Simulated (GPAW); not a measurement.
Al2O3 (Corundum), 10 atoms in the cell. It takes space group R-3c (No. 167, trigonal). Conventional cell: a = 4.760 Å, b = 4.760 Å, c = 12.996 Å, α = 90.00°, β = 90.00°, γ = 120.00°. Around Al (site symmetry 3) lie 6 O at 1.85 to 1.97 Å. O (site symmetry 2) is surrounded by 4 Al at 1.85 to 1.97 Å. 

| Property | Result |
| --- | --- |
| Program | GPAW 26.7.0 |
| Task | single point |
| Functional | PBE |
| Potentials or basis | GPAW PAW data sets (gpaw-data 1.2.1) |
| Cutoff | 800 eV |
| Basis | pw |
| k mesh | 7 × 7 × 7 |
| Occupations | gaussian, width 0.011 eV |
| Spin | no spin polarisation |
| Maxiter | 150 |

Potentials or basis: GPAW PAW data sets (gpaw-data 1.2.1), pw.

Run with:

```bash
$ OMP_NUM_THREADS=1 python run.py
```

Hardware: 1 thread of Arm Neoverse V1, on a shared host.

Problem. How long does it take, and how much memory?

Solution. Run time: 5 min on 1 thread of Arm Neoverse V1, with other jobs on the host, peak memory 0.46 GiB. Counts: scf iterations 10, plane waves 4393, bands 44, k points 60.
